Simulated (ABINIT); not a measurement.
**InP: single point with PBE**

**What was measured.**

A printed reference work, data compilation reports, for a bulk crystal of InP at 1.6 K: band gap 1.4236 eV (direct).

InP:

```
CELL_PARAMETERS angstrom
0.00000 2.93050 2.93050
2.93050 0.00000 2.93050
2.93050 2.93050 0.00000
ATOMIC_POSITIONS crystal
In 0.00000 0.00000 0.00000
P 0.75000 0.75000 0.75000
```

```
Program             : ABINIT 10.8.3 (patched build)
Task                : single point
Functional          : PBE
Potentials or basis : JTH PAW PBE v2.0
Cutoff              : 599 eV
k mesh              : 8 × 8 × 8
Occupations         : fermi-dirac, width 0.05 eV
Spin                : no spin polarisation
```

| Property | Result |
| --- | --- |
| Pressure | 3.3 GPa |
| Band gap on the k mesh | 0.70 eV, direct |
| Valence electrons inside the program's atomic spheres | In 11.25; P 1.59 |

Levels at points of the mesh, in eV from the valence-band top:
```
           k point  band 6  band 7  band 8  band 9  band 10  band 11  band 12  band 13
(0.00, 0.00, 0.00)  -11.53    0.00    0.00    0.00     0.70     4.08     4.08     4.08
(0.50, 0.00, 0.00)   -9.80   -5.74   -0.98   -0.98     1.49     4.80     4.80     7.10
(0.50, 0.50, 0.00)   -9.15   -5.76   -2.33   -2.33     1.76     2.27     9.21     9.57
```

It took 24 s on 1 thread of Arm Neoverse V1 (shared host), peak memory 0.12 GiB.

Measured gap of InP: 1.4236 eV (direct; 1.6 K; a printed reference work, data compilation). This calculation gives 0.70 eV (-0.73 eV). Spin-orbit coupling on In is left out. The value is that of PBE, without temperature or zero-point motion. Semilocal functionals fall short of measured gaps as a rule.

Caveat: spin-orbit coupling is left out, which moves the levels of the heavy elements.
